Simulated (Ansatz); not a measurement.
# KTaO3 (Pm-3m) in Ansatz: settings compared

The runs below take KTaO3 through relaxation of cell and atoms, with PBEsol, PBEsol+D3(BJ).

All numbers are computed with Ansatz 0.2.0; they aren't measurements. Logs are shortened: lines on timing, memory, paths and dates and some standing lists are left out, and cuts for length are marked.

### 1 Starting point

It takes space group Pm-3m (No. 221, cubic). The conventional cell has a = 3.988 Å, b = 3.988 Å, c = 3.988 Å, α = 90.00°, β = 90.00°, γ = 90.00°. Ta (site symmetry m-3m) is surrounded by 6 O at 1.99 Å. K (site symmetry m-3m) has 12 O at 2.82 Å as nearest neighbours. Around O (site symmetry 4/mmm) lie 2 Ta at 1.99 Å.

### 2 Relaxation of cell and atoms, PBEsol

File input.yaml:

```yaml
crystal:
  lattice:
    - [3.9883, 0.0, 0.0]
    - [0.0, 3.9883, 0.0]
    - [0.0, 0.0, 3.9883]
  atoms:
    - { symbol: Ta, position: [0.0, 0.0, 0.0] }
    - { symbol: K, position: [0.5, 0.5, 0.5] }
    - { symbol: O, position: [0.0, 0.0, 0.5] }
    - { symbol: O, position: [0.0, 0.5, 0.0] }
    - { symbol: O, position: [0.5, 0.0, 0.0] }
hamiltonian:
  xc: pbesol
  pseudopotentials: { kind: paw }
kpoints:
  mp_grid: { grid: [7, 7, 7] }
scf:
  occupations: { method: fermi_dirac, width: 0.05 }
output:
  forces: true
  stress: true
relax:
  f_tol: 0.01
  max_steps: 40
  cell: { stress_tol: 0.05 }
```

Potentials or basis: Ansatz PAW.

Launch:

```bash
> ansatz run input.yaml --threads 2 --pin off --max-ram 5632MiB --backend cpu --events-out ev --progress --plain --runs-dir out
```

Output:

```text
Warning: RAYON_NUM_THREADS=2 ignored (pool sized by the plan → 2); use --threads N
Engine: ansatz 0.2.0, x86_64-unknown-linux-gnu
Pseudopotentials: kind: paw
Pseudopotential: Ta, paw, valence charge 13, recommended cutoff 420 eV (normal), Ta.paw.azcp
Pseudopotential: K, paw, valence charge 9, recommended cutoff 420 eV (normal), K.paw.azcp
Pseudopotential: O, paw, valence charge 6, recommended cutoff 420 eV (normal), O.paw.azcp
Functional definition: PBEsol
  exchange = pbesol_x
  correlation = pbesol_c
Crystal: 5 atoms, lattice volume = 63.440 Å³
Basis set: ecut = 420 eV, 1237 PW (Γ), exchange–correlation on 54×54×54 points (8 copies of the dense FFT grid, shifted against one another)
Bands: 25, of which v1, the nominal top of the filled ones, is band 20 counted from 1 (19 counted from 0)
Symmetry: 48 space group operations
Space group: Pm-3m (ITA 221), of the structure as read, at distance tolerance 4.0e-5 Å
k-points: 20 of 343
Non-local potential: Ta, projectors of the file, l = 0: 3, l = 1: 2, l = 2: 2, l = 3: 1
Non-local potential: K, projectors of the file, l = 0: 3, l = 1: 2, l = 2: 2
Non-local potential: O, projectors of the file, l = 0: 2, l = 1: 2, l = 2: 1
PAW form: soft (Blöchl's): semilocal exchange-correlation on the pseudo side does not see the compensation charge
PAW frozen core: Ta, regenerated for the run's functional, and the local potential with it (the file was generated under x = pbe(κ = 0.804, μ = 0.2195149727645171), c = pbe(β = 0.06672455060314922))
PAW frozen core: K, regenerated for the run's functional, and the local potential with it (the file was generated under x = pbe(κ = 0.804, μ = 0.2195149727645171), c = pbe(β = 0.06672455060314922))
PAW frozen core: O, regenerated for the run's functional, and the local potential with it (the file was generated under x = pbe(κ = 0.804, μ = 0.2195149727645171), c = pbe(β = 0.06672455060314922))
PAW one-centre angular grid: Ta, 590 points (default); XC on 64 Gauss nodes
PAW one-centre angular grid: K, 110 points (default); XC on 64 Gauss nodes
PAW one-centre angular grid: O, 110 points (default); XC on 64 Gauss nodes
Initial density: superposition of atomic densities (neutral atoms: chi_scale 0, normalization atom), corrected by the library's trained network
Initial wavefunctions: pseudopotential atomic-orbital guess
Functional: x = pbesol(κ = 0.804, μ = 0.12345679012345678), c = pbesol(β = 0.046)
SCF iter   1: F=—  HF=-13011.110962 eV  |F-HF|=—  |Δ(HF+E_count)|=         —  Δρ=1.73e-2  dr2=1.65e-1  ethr=1.77e-3  ⟨swp⟩=6.2  Hψ=2467  notcnv=0
preconditioner: auto → Resta (q_TF=auto, 2.526 Å⁻¹)  ε∞=4.8  [insulator: Δε(μ)=1.922 eV  Ē_g=13.038 eV  σ=0.050 eV  W_gap=1.00  n_scr=18 (ndim 8)  ℏωp=25.5 eV  f_vac=0.012  D(μ)=0.00/eV (n_scr^D=0)  ε∞_Penn≈4.8]
SCF iter   2: F=—  HF=-13011.074613 eV  |F-HF|=—  |Δ(HF+E_count)|=   3.63e-2  Δρ=4.69e-3  dr2=1.01e-2  ethr=4.12e-4  ⟨swp⟩=2.0  Hψ=956  notcnv=0  defer=16
SCF iter   3: F=—  HF=-13011.072380 eV  |F-HF|=—  |Δ(HF+E_count)|=   2.23e-3  Δρ=1.29e-3  dr2=8.19e-4  ethr=2.51e-5  ⟨swp⟩=2.0  Hψ=780  notcnv=0  defer=16
SCF iter   4: F=—  HF=-13011.072382 eV  |F-HF|=—  |Δ(HF+E_count)|=   1.77e-6  Δρ=2.03e-4  dr2=2.33e-5  ethr=2.05e-6  ⟨swp⟩=2.6  Hψ=925  notcnv=0  defer=16
SCF iter   5: F=—  HF=-13011.071881 eV  |F-HF|=—  |Δ(HF+E_count)|=   5.01e-4  Δρ=3.80e-5  dr2=1.66e-6  ethr=5.84e-8  ⟨swp⟩=2.8  Hψ=983  notcnv=0  defer=16
SCF iter   6: F=—  HF=-13011.071881 eV  |F-HF|=—  |Δ(HF+E_count)|=   3.13e-7  Δρ=1.58e-5  dr2=2.23e-7  ethr=4.16e-9  ⟨swp⟩=2.8  Hψ=896  notcnv=0  defer=16
SCF iter   7: F=-13011.071881 eV  HF=-13011.071881 eV  |F-HF|=4.71e-10  |Δ(HF+E_count)|=   8.24e-8  Δρ=2.57e-6  dr2=3.40e-9  ethr=2.50e-10  ⟨swp⟩=4.4  Hψ=1691  notcnv=0
SCF 1 converged in 7 iterations: F = -13011.071881 eV  dr2 = 3.40e-9
relax step   1: F+E_penalty+E_count = -13011.07188102 eV  Δ(F+E_penalty+E_count) = +0.000e0 eV  max|allowed force component| = 6.166e-30 eV/Å  Δτ_max = 0.0000 Å  P = -0.456 GPa  Ω = 63.440 Å³  (7 SCF iters, dr2 threshold 1.00e-7 eV, accepted)
Crystal: 5 atoms, lattice volume = 63.267 Å³
Initial density: handed on by an earlier stage of this run
Initial wavefunctions: those handed on with the density
iter 1 solved again at ethr=2.24e-7 eV; its pass at ethr=3.10e-3 eV (dr2=8.97e-5 eV) is discarded
SCF iter   1: F=—  HF=-13011.073263 eV  |F-HF|=—  |Δ(HF+E_count)|=         —  Δρ=3.90e-4  dr2=6.96e-5  ethr=2.24e-7  ⟨swp⟩=2.0  Hψ=2671  notcnv=0
preconditioner: auto → Resta (q_TF=auto, 2.528 Å⁻¹)  ε∞=4.8  [insulator: Δε(μ)=2.197 eV  Ē_g=13.181 eV  σ=0.050 eV  W_gap=1.00  n_scr=18 (ndim 8)  ℏωp=25.6 eV  f_vac=0.011  D(μ)=0.00/eV (n_scr^D=0)  ε∞_Penn≈4.8]
SCF iter   2: F=—  HF=-13011.072723 eV  |F-HF|=—  |Δ(HF+E_count)|=   5.40e-4  Δρ=1.36e-4  dr2=1.27e-5  ethr=1.74e-7  ⟨swp⟩=2.0  Hψ=783  notcnv=0
SCF iter   3: F=—  HF=-13011.072720 eV  |F-HF|=—  |Δ(HF+E_count)|=   2.80e-6  Δρ=6.82e-5  dr2=2.85e-6  ethr=3.18e-8  ⟨swp⟩=2.2  Hψ=655  notcnv=0
SCF iter   4: F=-13011.072719 eV  HF=-13011.072719 eV  |F-HF|=4.35e-8  |Δ(HF+E_count)|=   5.39e-7  Δρ=1.37e-5  dr2=9.64e-8  ethr=1.25e-9  ⟨swp⟩=3.0  Hψ=2061  notcnv=0
SCF 2 converged in 4 iterations: F = -13011.072719 eV  dr2 = 9.64e-8
relax step   2: F+E_penalty+E_count = -13011.07271949 eV  Δ(F+E_penalty+E_count) = -8.385e-4 eV  max|allowed force component| = 3.524e-30 eV/Å  Δτ_max = 0.0000 Å  P = +0.113 GPa  Ω = 63.267 Å³  energy of the carried Pulay correction = +6.530e-4 eV  (4 SCF iters, dr2 threshold 5.00e-7 eV, accepted)
Crystal: 5 atoms, lattice volume = 63.301 Å³
iter 1 solved again at ethr=7.17e-9 eV; its pass at ethr=3.10e-3 eV (dr2=2.87e-6 eV) is discarded
SCF iter   1: F=—  HF=-13011.073124 eV  |F-HF|=—  |Δ(HF+E_count)|=         —  Δρ=7.38e-5  dr2=2.13e-6  ethr=7.17e-9  ⟨swp⟩=2.0  Hψ=2673  notcnv=0
preconditioner: auto → Resta (q_TF=auto, 2.527 Å⁻¹)  ε∞=4.8  [insulator: Δε(μ)=2.195 eV  Ē_g=13.177 eV  σ=0.050 eV  W_gap=1.00  n_scr=18 (ndim 8)  ℏωp=25.6 eV  f_vac=0.011  D(μ)=0.00/eV (n_scr^D=0)  ε∞_Penn≈4.8]
SCF iter   2: F=—  HF=-13011.072602 eV  |F-HF|=—  |Δ(HF+E_count)|=   5.22e-4  Δρ=2.54e-5  dr2=3.07e-7  ethr=5.32e-9  ⟨swp⟩=2.0  Hψ=900  notcnv=0
SCF iter   3: F=—  HF=-13011.072602 eV  |F-HF|=—  |Δ(HF+E_count)|=   1.00e-7  Δρ=9.88e-6  dr2=3.88e-8  ethr=7.68e-10  ⟨swp⟩=2.1  Hψ=772  notcnv=0
SCF iter   4: F=-13011.072602 eV  HF=-13011.072602 eV  |F-HF|=2.16e-10  |Δ(HF+E_count)|=   1.10e-8  Δρ=2.08e-6  dr2=1.08e-9  ethr=7.98e-11  ⟨swp⟩=4.0  Hψ=1655  notcnv=0
SCF 3 converged in 4 iterations: F = -13011.072602 eV  dr2 = 1.08e-9
relax step   3: F+E_penalty+E_count = -13011.07260207 eV  Δ(F+E_penalty+E_count) = +1.174e-4 eV  max|allowed force component| = 3.471e-30 eV/Å  Δτ_max = 0.0000 Å  P = -0.000 GPa  Ω = 63.301 Å³  energy of the carried Pulay correction = +5.235e-4 eV  (4 SCF iters, dr2 threshold 3.19e-8 eV, accepted)
Initial wavefunctions: pseudopotential atomic-orbital guess (no wavefunctions were taken with the density)
iter 1 solved again at ethr=4.44e-9 eV; its pass at ethr=3.10e-3 eV (dr2=1.78e-6 eV) is discarded
SCF iter   1: F=—  HF=-13011.072661 eV  |F-HF|=—  |Δ(HF+E_count)|=         —  Δρ=1.95e-5  dr2=4.35e-8  ethr=4.44e-9  ⟨swp⟩=4.0  Hψ=4051  notcnv=0
SCF iter   2: F=—  HF=-13011.072140 eV  |F-HF|=—  |Δ(HF+E_count)|=   5.21e-4  Δρ=1.02e-5  dr2=2.04e-8  ethr=1.09e-10  ⟨swp⟩=3.1  Hψ=1140  notcnv=0
SCF iter   3: F=—  HF=-13011.072140 eV  |F-HF|=—  |Δ(HF+E_count)|=   3.60e-9  Δρ=4.64e-6  dr2=2.43e-9  ethr=5.10e-11  ⟨swp⟩=2.0  Hψ=774  notcnv=0
SCF iter   4: F=—  HF=-13011.072140 eV  |F-HF|=—  |Δ(HF+E_count)|=   2.92e-9  Δρ=1.93e-6  dr2=3.55e-10  ethr=6.08e-12  ⟨swp⟩=1.2  Hψ=540  notcnv=0
SCF iter   5: F=-13011.072140 eV  HF=-13011.072140 eV  |F-HF|=2.18e-11  |Δ(HF+E_count)|=  6.78e-10  Δρ=2.98e-7  dr2=1.30e-11  ethr=1.00e-12  ⟨swp⟩=3.1  Hψ=1888  notcnv=0
SCF 4 converged in 5 iterations: F = -13011.072140 eV  dr2 = 1.30e-11
relax step   4: F+E_penalty+E_count = -13011.07213986 eV  Δ(F+E_penalty+E_count) = +4.622e-4 eV  max|allowed force component| = 1.146e-29 eV/Å  Δτ_max = 0.0000 Å  P = -0.015 GPa  Ω = 63.301 Å³  stress off target by 1.46e-2 GPa  SCF on the basis re-selected at this cell (its energy is not comparable with the rows above)  (5 SCF iters)
basis re-selected at this cell: Δ(F+E_penalty+E_count) = +4.622e-4 eV, ΔP = -0.014 GPa vs the last step (what re-selecting the basis moved, of the pressure what is left beyond the Pulay correction that the steps carried, after the strain that the cell walked since its last selection, with what the two solves' SCF thresholds leave and, on support functions, any second-order correction that the steps lacked; it is no measure of the basis error at this ecutwfc). This SCF's stress stands 1.46e-2 GPa from its target on what of the cell is left free (relax.cell.stress_tol is 5.00e-2 GPa) and its largest allowed force component is 1.15e-29 eV/Å (relax.f_tol is 1.00e-2 eV/Å): within both
SCF converged after 5 iterations
Free energy (F): -13011.072140 eV
Harris-Foulkes:  -13011.072140 eV  (|F-HF|=2.18e-11)
Internal energy: -13011.072140 eV  (E = F + TS)
E sigma→0 (E₀):  -13011.072140 eV
Fermi energy:    9.756577 eV
--- Per-component energies (eV) ---
  E_band       = -254.828069
  E_kinetic    = 1143.215739
  E_local      = -2218.082962  (includes V_loc(G=0)·N_el)
  E_nonlocal   = 175.035367
  E_hartree    = 772.630121
  E_xc         = -569.364812
  E_vxc        = -648.457361  (∫ρ·V_xc dr)
  E_paw        = -9491.545744  (= ΣΔE_a)
  E_vpaw       = -251.806404  (= ΣTr[D̂ρ^β])
  E_aug_tail   = 0.007376  (compensation charges beyond the density's cutoff)
  E_ewald      = -2823.394621
  E_core_change = 0.427395  (= ΣΔE_core)
  E_smearing   = -0.000000  (= −TS)
  E_closure    = -0.000000  (closes the sum)
  Σ components = -13011.072140   (vs F -13011.072140, Δ=0.00e0)
--- Forces (eV/Å), atoms counted from 1 ---
  atom   1  Ta    -0.00000000     0.00000000     0.00000000
  atom   2  K     -0.00000000     0.00000000    -0.00000000
  atom   3  O      0.00000000    -0.00000000    -0.00000000
  atom   4  O      0.00000000    -0.00000000    -0.00000000
  atom   5  O      0.00000000     0.00000000     0.00000000
  max |Σ_I F_I| component: 2.51e-29 eV/Å
--- Stress (GPa, compression-positive) ---
       -0.014571      -0.000000       0.000000
       -0.000000      -0.014571      -0.000000
        0.000000      -0.000000      -0.014571
  P = ⅓ Tr σ = -0.0146 GPa (-0.146 kbar)
--- Relaxed structure (3 steps of the walk, 3 accepted, 1 SCFs on fresh bases) ---
  F+E_penalty+E_count = -13011.07213986 eV   max|allowed force component| = 1.146e-29 eV/Å   (the final SCF, on the basis selected at the relaxed cell)
  cell:  # Å, volume = 63.3015 Å³
    - [3.98539396405513, 4.975319023000359e-34, -8.024708101613482e-35]
    - [4.975319023000359e-34, 3.98539396405513, 0.0]
    - [-1.2839532962581572e-34, 0.0, 3.98539396405513]
  atoms:
    - { symbol: Ta, position: [-5.5331713461429835e-37, 1.7605545191824166e-37, 6.916464182704466e-38] }
    - { symbol: K, position: [0.49999999999999994, 0.49999999999999994, 0.49999999999999994] }
    - { symbol: O, position: [-5.533171346085749e-37, 1.7605545192098659e-37, 0.49999999999999994] }
    - { symbol: O, position: [-8.048249230618056e-37, 0.49999999999999994, -5.658925240265633e-38] }
    - { symbol: O, position: [0.49999999999999994, 3.6468629325823404e-37, -5.658925240219829e-38] }
```

Run time: 7.6 s. Hardware: 2 threads of Intel Xeon at 2.50GHz (Skylake/Cascade Lake), shared host; peak memory 0.38 GiB.

What came out:

```yaml
Free_energy: -13011.0721 eV
Relaxed_volume: 12.66 Å³/atom
Relaxed_cell: a = 3.985 Å, b = 3.985 Å, c = 3.985 Å, α = 90.00°, β = 90.00°, γ = 90.00°
Space_group_after_relaxing_to_0.05_Å: Pm-3m (No. 221)
Energy_gained_by_relaxing: 0.1 meV/atom
Ionic_steps: 4
Pressure_after_relaxing: 0.0 GPa
Band_gap_on_the_k_mesh: 2.20 eV
```

Step by step:
| step | energy change (eV) | largest force (eV/Å) | volume (Å³) |
| --- | --- | --- | --- |
| 1 | 0.0000 | 0.0000 | 63.44 |
| 2 | -0.0008 | 0.0000 | 63.27 |
| 3 | -0.0007 | 0.0000 | 63.30 |
| 4 | -0.0003 | 0.0000 | 63.30 |

Final structure:
```xyz
5
Lattice="3.9854 0.0000 0.0000 0.0000 3.9854 0.0000 0.0000 0.0000 3.9854" Properties=species:S:1:pos:R:3 pbc="T T T"
Ta    0.0000    0.0000    0.0000
K     1.9927    1.9927    1.9927
O     0.0000    0.0000    1.9927
O     0.0000    1.9927    0.0000
O     1.9927    0.0000    0.0000
```

Caveat: odd divisions of the mesh miss points on the zone boundary, where band edges often lie, so the gap on the mesh can be too wide; the plane-wave basis is chosen anew once the cell has moved, so the energies of steps on either side of that aren't comparable; the pressure holds a Pulay correction of +0.6 GPa for the finite cutoff; spin-orbit coupling is left out, which moves the levels of the heavy elements; the PAW data sets come from PBE, with cores solved anew for the run's functional, which leaves a small shift of forces and pressure. As with any semilocal functional, this PBEsol gap is likely too small.

### 3 Relaxation of cell and atoms, PBEsol+D3(BJ)

Edit input.yaml of step 2 so:

```diff
@@ -14,2 +14,3 @@
   pseudopotentials: { kind: paw }
+  dispersion: d3bj
 kpoints:
@@ -21,2 +22,6 @@
   stress: true
+  write_density: true
+  write_potential: true
+  elf: true
+  volumetric_format: npy
 relax:
```

Potentials or basis: Ansatz PAW.

Launch:

```bash
> ansatz run input.yaml --threads 2 --pin off --max-ram 5632MiB --backend cpu --events-out ev --progress --plain --runs-dir out
```

It took 15 s on 2 threads of Intel Xeon at 2.50GHz (Skylake/Cascade Lake), shared host; peak memory 0.39 GiB.

It converged, with:

```yaml
Free_energy: -13012.2309 eV
Relaxed_volume: 12.47 Å³/atom
Relaxed_cell: a = 3.966 Å, b = 3.966 Å, c = 3.966 Å, α = 90.00°, β = 90.00°, γ = 90.00°
Space_group_after_relaxing_to_0.05_Å: Pm-3m (No. 221)
Energy_gained_by_relaxing: 2.4 meV/atom
Ionic_steps: 6
Pressure_after_relaxing: 0.0 GPa
Band_gap_on_the_k_mesh: 2.23 eV, indirect (least direct gap 2.77 eV)
```

The path:
| step | energy change (eV) | largest force (eV/Å) | volume (Å³) |
| --- | --- | --- | --- |
| 1 | 0.0000 | 0.0000 | 63.44 |
| 2 | -0.0156 | 0.0000 | 62.14 |
| 3 | -0.0153 | 0.0000 | 62.41 |
| 4 | -0.0118 | 0.0000 | 62.41 |
| 5 | -0.0119 | 0.0000 | 62.37 |
| 6 | -0.0118 | 0.0000 | 62.37 |

Final structure:
```
Ta K O
1.0
     3.96573    0.00000    0.00000
     0.00000    3.96573    0.00000
     0.00000    0.00000    3.96573
Ta K O
1 1 3
Cartesian
  0.0000 0.0000 0.0000
  1.9829 1.9829 1.9829
  0.0000 0.0000 1.9829
  0.0000 1.9829 0.0000
  1.9829 0.0000 0.0000
```

Levels at points of the mesh, in eV from the valence-band top:
```csv
k point,band 16,band 17,band 18,band 19,band 20,band 21,band 22,band 23,band 24,band 25
"(0.00, 0.00, 0.00)",-1.03,-1.03,-0.54,-0.54,-0.54,2.23,2.23,2.23,6.65,7.06
```

Caveat: odd divisions of the mesh miss points on the zone boundary, where band edges often lie, so the gap on the mesh can be too wide; the plane-wave basis is chosen anew once the cell has moved, so the energies of steps on either side of that aren't comparable; the pressure holds a Pulay correction of +0.6 GPa for the finite cutoff; spin-orbit coupling is left out, which moves the levels of the heavy elements; the PAW data sets come from PBE, with cores solved anew for the run's functional, which leaves a small shift of forces and pressure. A hybrid or GW would open this gap; PBEsol tends to underestimate it.
